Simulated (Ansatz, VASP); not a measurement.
Two plane-wave programs on BN

INCAR

```
SYSTEM = BN
  PREC = Accurate
  ENCUT = 600
  EDIFF = 1E-6
  ISMEAR = 0
  SIGMA = 0.05
  LREAL = .FALSE.
  LASPH = .TRUE.
  NELM = 80
  ALGO = Normal
  ISIF = 3
  LWAVE = .FALSE.
  LCHARG = .FALSE.
  GGA = PE
  IVDW = 12
  IBRION = 2
  NSW = 80
  EDIFFG = -0.01
```

Contents of KPOINTS:

```
regular mesh
0
G
  12 12 4
  0 0 0
```

The input POSCAR:

```
BN
1.0
    2.4982400000      0.0000000000      0.0000000000
   -1.2491200000      2.1635393048      0.0000000000
    0.0000000000      0.0000000000      6.6357000000
B N
2 2
Direct
    0.3333333333      0.6666666667      0.2500000000
    0.6666666667      0.3333333333      0.7500000000
    0.3333333333      0.6666666667      0.7500000000
    0.6666666667      0.3333333333      0.2500000000
```

Input for Ansatz:

```yaml
crystal:
  lattice:
    - [2.49824, 0.0, 0.0]
    - [-1.24912, 2.1635393048, 0.0]
    - [0.0, 0.0, 6.6357]
  atoms:
    - { symbol: B, position: [0.3333333333, 0.6666666667, 0.25] }
    - { symbol: B, position: [0.6666666667, 0.3333333333, 0.75] }
    - { symbol: "N", position: [0.3333333333, 0.6666666667, 0.75] }
    - { symbol: "N", position: [0.6666666667, 0.3333333333, 0.25] }
basis:
  ecutwfc: 420
  ecutrho_ratio: 4
kpoints:
  mp_grid: { grid: [12, 12, 4] }
hamiltonian:
  xc: pbe
  dispersion: d3bj
  pseudopotentials: { kind: paw, frozen_core: stored }
scf:
  occupations: { method: gaussian, width: 0.05 }
output:
  forces: true
  stress: true
  eigenvalues: true
relax:
  f_tol: 0.01
  max_steps: 60
  cell: { stress_tol: 0.04 }
```

Alike in both runs: task relaxation of cell and atoms; functional PBE; dispersion D3(BJ); k mesh 12 × 12 × 4; occupations gaussian, width 0.05 eV; no spin polarisation.

```csv
,VASP,Ansatz
version,VASP 6.6.1,Ansatz 0.2.0
potentials or method,"VASP PAW PBE potentials, release 64 (B, N)","scalar-relativistic, plane waves, PAW"
plane-wave cutoff (eV),600,420
valence electrons in the cell,16,16
```

Ansatz gave:

```
gap on the k mesh at the Fermi level, each at its own relaxed structure (eV) : 4.27
relaxed volume (Å³/atom)                                                     : 9.00
relaxed cell length with the largest relative difference (Å)                 : 6.614
```

Problem. What did VASP give for the same quantities?

Solution. gap on the k mesh at the Fermi level, each at its own relaxed structure (eV): 4.26; relaxed volume (Å³/atom): 8.95; relaxed cell length with the largest relative difference (Å): 6.584.

A k mesh can miss the band edges. A hybrid or GW would open this gap; PBE tends to underestimate it.
